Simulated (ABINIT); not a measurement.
# MgS (F-43m) in ABINIT: a series of runs, part 2 of 3

ABINIT 10.8.3 (patched build). Earlier steps stand in the parts before.

## Step 3: Band structure, PBEsol

run.abi reads:

```
ndtset 2

pp_dirpath "./"
pseudos "S.GGA_PBE-JTH.xml, Mg.GGA_PBE-JTH.xml"

acell 4.006636794 4.006636794 4.006636794 Angstrom
rprim
     0.0000000000     0.7071067812     0.7071067812
     0.7071067812     0.0000000000     0.7071067812
     0.7071067812     0.7071067812     0.0000000000
ntypat 2
znucl 16 12
natom 2
typat 1 2
xcart
     1.4165600234     1.4165600234     1.4165600234
     0.0000000000     0.0000000000     0.0000000000 Angstrom

ecut 24.0
pawecutdg 46.0
pawxcdev 0

ixc -116133

occopt 3
tsmear 0.00183747

nstep 100

iomode 3
prtwf 0
prteig 0
prtebands 0
enunit 1
prtden1 1

kptopt1 1
ngkpt1 8 8 8
nshiftk1 1
shiftk1 0.0 0.0 0.0
nband1 12
tolvrs1 1.0e-9

iscf2 -2
getden2 1
nband2 18
nbdbuf2 4
tolwfr2 1.0e-11
kptopt2 -9
ndivsm2 6
prteig2 1
prtvol2 -3
kptbounds2
     0.0000000000     0.0000000000     0.0000000000
     0.5000000000     0.0000000000     0.5000000000
     0.5000000000     0.2500000000     0.7500000000
     0.3750000000     0.3750000000     0.7500000000
     0.0000000000     0.0000000000     0.0000000000
     0.5000000000     0.5000000000     0.5000000000
     0.6250000000     0.2500000000     0.6250000000
     0.5000000000     0.2500000000     0.7500000000
     0.5000000000     0.5000000000     0.5000000000
     0.3750000000     0.3750000000     0.7500000000
```

Potentials or basis: JTH PAW PBE v2.0.

Command:

```sh
$ abinit run.abi > log 2>&1
```

run.abo:

```text
.Version 10.8.3 of ABINIT
 DATASET    1 : space group F-4 3 m (#216); Bravais cF (face-center cubic)
================================================================================
 Values of the parameters that define the memory need for DATASET  1.
     intxc =       0    ionmov =       0      iscf =      17    lmnmax =       8
     lnmax =       4     mgfft =      36  mpssoang =       2    mqgrid =    3001
     natom =       2  nloc_mem =       2    nspden =       1   nspinor =       1
    nsppol =       1      nsym =      24    n1xccc =       1    ntypat =       2
    occopt =       3   xclevel =       2
       mpw =        1747          nfft =       46656          nkpt =          29
 PAW method is used; the additional fine FFT grid is defined by:
   mgfftf=        48    nfftf =    110592
================================================================================
================================================================================

 DATASET    2 : space group F-4 3 m (#216); Bravais cF (face-center cubic)
================================================================================
 Values of the parameters that define the memory need for DATASET  2.
     intxc =       0    ionmov =       0      iscf =      -2    lmnmax =       8
     lnmax =       4     mgfft =      36  mpssoang =       2    mqgrid =    3001
     natom =       2  nloc_mem =       2    nspden =       1   nspinor =       1
    nsppol =       1      nsym =      24    n1xccc =       1    ntypat =       2
    occopt =       3   xclevel =       2
       mpw =        1755          nfft =       46656          nkpt =         103
 PAW method is used; the additional fine FFT grid is defined by:
   mgfftf=        48    nfftf =    110592
================================================================================
================================================================================

--------------------------------------------------------------------------------
------------- Echo of variables that govern the present computation ------------
--------------------------------------------------------------------------------
 -outvars: echo values of preprocessed input variables --------
            acell      7.5714462266E+00  7.5714462266E+00  7.5714462266E+00 Bohr
              amu      3.20660000E+01  2.43050000E+01
             ecut      2.40000000E+01 Hartree
           enunit           1
           getden1          0
           getden2          1
             iscf1         17
             iscf2         -2
              ixc     -116133
           jdtset        1    2
           kptopt1          1
           kptopt2         -9
         kptrlatt        8    0    0      0    8    0      0    0    8
          kptrlen1     6.05715698E+01
          kptrlen2     3.00000000E+01
            natom           2
            nband1         12
            nband2         18
           nbdbuf1          0
           nbdbuf2          4
           ndtset           2
           ndivsm1          0
           ndivsm2          6
            ngfft          36      36      36
          ngfftdg          48      48      48
             nkpt1         29
             nkpt2        103
            nstep         100
             nsym          24
           ntypat           2
           occopt           3
        pawecutdg      4.60000000E+01 Hartree
         pawxcdev           0
        prtebands           0
           prteig1          0
           prteig2          1
           prtvol1          0
           prtvol2         -3
            prtwf           0
[... 965 lines left out ...]
  7.4131E-03  5.0141E-02  2.5598E-01  3.3685E-01  4.1582E-01  4.3726E-01
  4.7666E-01  5.1311E-01  6.4393E-01  6.8866E-01  6.9333E-01  7.2456E-01
 Non-SCF case, kpt  103 (  0.37500  0.37500  0.75000), residuals and eigenvalues=
  7.85E-12  3.39E-12  3.65E-12  3.56E-12  4.48E-12  4.75E-12  5.77E-12  9.09E-12
  2.81E-12  1.79E-12  9.20E-12  5.34E-12  6.12E-12  1.67E-12  3.69E-09  9.28E-07
  2.54E-06  3.30E-05
 -2.6170E+00 -1.4022E+00 -1.4022E+00 -1.4022E+00 -3.0207E-01 -1.3619E-02
  8.5828E-03  4.8437E-02  2.5025E-01  3.3055E-01  4.2569E-01  4.4709E-01
  4.7616E-01  5.1889E-01  6.4101E-01  6.8742E-01  6.9646E-01  7.3074E-01

--- !ResultsGS
iteration_state: {dtset: 2, }
comment   : Summary of ground state results
lattice_vectors:
- [  0.0000000,   5.3538210,   5.3538210, ]
- [  5.3538210,   0.0000000,   5.3538210, ]
- [  5.3538210,   5.3538210,   0.0000000, ]
lattice_lengths: [   7.57145,    7.57145,    7.57145, ]
lattice_angles: [ 60.000,  60.000,  60.000, ] # degrees, (23, 13, 12)
lattice_volume:   3.0691741E+02
convergence: {deltae:  0.000E+00, res2:  0.000E+00, residm:  9.984E-12, diffor:  0.000E+00, }
etotal    :  -7.38465380E+01
entropy   :   0.00000000E+00
fermie    :   1.48377489E-01
cartesian_stress_tensor: null
pressure_GPa: null
xred      :
- [  2.5000E-01,   2.5000E-01,   2.5000E-01,  S]
- [ -3.7793E-12,  -3.7793E-12,  -3.7793E-12, Mg]
cartesian_forces: null
force_length_stats: {min: null, max: null, mean: null, }
...

 Integrated electronic density in atomic spheres:
 ------------------------------------------------
 Atom  Sphere_radius  Integrated_density
    1        1.90380          3.61798736
    2        1.90158          8.22626885

================================================================================

 ----iterations are completed or convergence reached----

 Mean square residual over all n,k,spin=   45.959E-13; max=  99.842E-13
 reduced coordinates (array xred) for    2 atoms
       0.249999999996      0.249999999996      0.249999999996
      -0.000000000004     -0.000000000004     -0.000000000004

 cartesian coordinates (angstrom) at end:
    1      1.41656002340000     1.41656002340000     1.41656002340000
    2     -0.00000000002141    -0.00000000002141    -0.00000000002141
 length scales=  7.571446226645  7.571446226645  7.571446226645 bohr
              =  4.006636794000  4.006636794000  4.006636794000 angstroms
 Eigenvalues (   eV  ) for nkpt= 103  k points:
 kpt#   1, nband= 18, wtk=  1.00000, kpt=  0.0000  0.0000  0.0000 (reduced coord)
 -71.21105  -38.15469  -38.15469  -38.15469   -9.12258    2.13674    2.13674    2.13674
   5.41834    9.97073    9.97073    9.97073   12.83130   12.83130   15.69880   15.88385
  15.88385   15.88385
 kpt#   2, nband= 18, wtk=  1.00000, kpt=  0.0294  0.0000  0.0294 (reduced coord)
 -71.21104  -38.15471  -38.15469  -38.15469   -9.11583    2.08600    2.12572    2.12572
   5.48238    9.93491    9.99509    9.99509   12.71317   12.84575   15.70484   15.90906
  15.90906   16.00462
 kpt#   3, nband= 18, wtk=  1.00000, kpt=  0.0588  0.0000  0.0588 (reduced coord)
 -71.21103  -38.15477  -38.15472  -38.15472   -9.09570    1.94551    2.09336    2.09336
   5.66146    9.83235   10.06737   10.06737   12.40050   12.88929   15.80016   15.98440
  15.98440   16.25246
 kpt#   4, nband= 18, wtk=  1.00000, kpt=  0.0882  0.0000  0.0882 (reduced coord)
 -71.21103  -38.15488  -38.15476  -38.15476   -9.06264    1.74155    2.04160    2.04160
   5.92496    9.67529   10.18550   10.18550   11.97675   12.96144   15.99708   16.10879
  16.10879   16.54713
 kpt#   5, nband= 18, wtk=  1.00000, kpt=  0.1176  0.0000  0.1176 (reduced coord)
[... 381 lines left out ...]
   7.36978    9.20429   10.85085   11.18531   13.34061   14.00250   16.97681   17.81252
  18.50545   19.87046
 kpt# 101, nband= 18, wtk=  1.00000, kpt=  0.4000  0.4000  0.7000 (reduced coord)
 -71.21092  -38.15688  -38.15610  -38.15540   -8.25318   -0.41845    0.30018    1.42004
   7.15450    9.26127   11.02139   11.55615   13.12067   13.93676   17.34473   18.29699
  18.74896   19.77915
 kpt# 102, nband= 18, wtk=  1.00000, kpt=  0.3875  0.3875  0.7250 (reduced coord)
 -71.21091  -38.15689  -38.15616  -38.15545   -8.23201   -0.35245    0.20172    1.36441
   6.96549    9.16621   11.31511   11.89847   12.97045   13.96256   17.52225   18.73926
  18.86661   19.71635
 kpt# 103, nband= 18, wtk=  1.00000, kpt=  0.3750  0.3750  0.7500 (reduced coord)
 -71.21092  -38.15693  -38.15613  -38.15549   -8.21963   -0.37059    0.23355    1.31804
   6.80978    8.99466   11.58367   12.16592   12.95708   14.11978   17.44264   18.70578
  18.95177   19.88448

== END DATASET(S) ==============================================================
================================================================================

 -outvars: echo values of variables after computation  --------
            acell      7.5714462266E+00  7.5714462266E+00  7.5714462266E+00 Bohr
           etotal1    -7.3846537986E+01
            fcart1    -0.0000000000E+00 -0.0000000000E+00 -0.0000000000E+00
                      -0.0000000000E+00 -0.0000000000E+00 -0.0000000000E+00
            rprim      0.0000000000E+00  7.0710678120E-01  7.0710678120E-01
                       7.0710678120E-01  0.0000000000E+00  7.0710678120E-01
                       7.0710678120E-01  7.0710678120E-01  0.0000000000E+00
           strten1     1.1760851704E-05  1.1760851704E-05  1.1760851704E-05
                       0.0000000000E+00  0.0000000000E+00  0.0000000000E+00
           xangst      1.4165600234E+00  1.4165600234E+00  1.4165600234E+00
                      -2.1414164432E-11 -2.1414164432E-11 -2.1414164432E-11
             xred      2.5000000000E-01  2.5000000000E-01  2.5000000000E-01
                      -3.7792546870E-12 -3.7792546870E-12 -3.7792546870E-12
 Calculation completed.
```

It took 63 s on 1 thread of Arm Neoverse V2, shared host; peak memory 0.14 GiB.

Results:

```
Free energy                                           : -2009.4667 eV
Pressure                                              : -0.3 GPa
Band gap on the k mesh                                : 3.28 eV, direct
Band gap along the path                               : 3.28 eV, direct
Valence electrons inside the program's atomic spheres : S 3.62; Mg 8.23
```

Levels at the corners of the path, in eV from the valence-band top:
| point | band 6 | band 7 | band 8 | band 9 | band 10 | band 11 |
| --- | --- | --- | --- | --- | --- | --- |
| Γ | 0.00 | 0.00 | 0.00 | 3.28 | 7.83 | 7.83 |
| X | -2.84 | -1.04 | -1.04 | 3.71 | 5.53 | 11.01 |
| W | -2.31 | -1.86 | -1.35 | 5.38 | 7.85 | 8.03 |
| K | -2.51 | -1.90 | -0.82 | 4.67 | 6.86 | 9.45 |
| Γ | 0.00 | 0.00 | 0.00 | 3.28 | 7.83 | 7.83 |
| L | -3.17 | -0.33 | -0.33 | 4.98 | 7.51 | 7.51 |
| U | -2.51 | -1.90 | -0.82 | 4.67 | 6.86 | 9.45 |
| W | -2.31 | -1.86 | -1.35 | 5.38 | 7.85 | 8.03 |
| L | -3.17 | -0.33 | -0.33 | 4.98 | 7.51 | 7.51 |
| K | -2.51 | -1.90 | -0.82 | 4.67 | 6.86 | 9.45 |

Caveat: the PAW data sets were made with another functional, which shifts forces and pressure a little.

(Continued in part 3 of 3.)
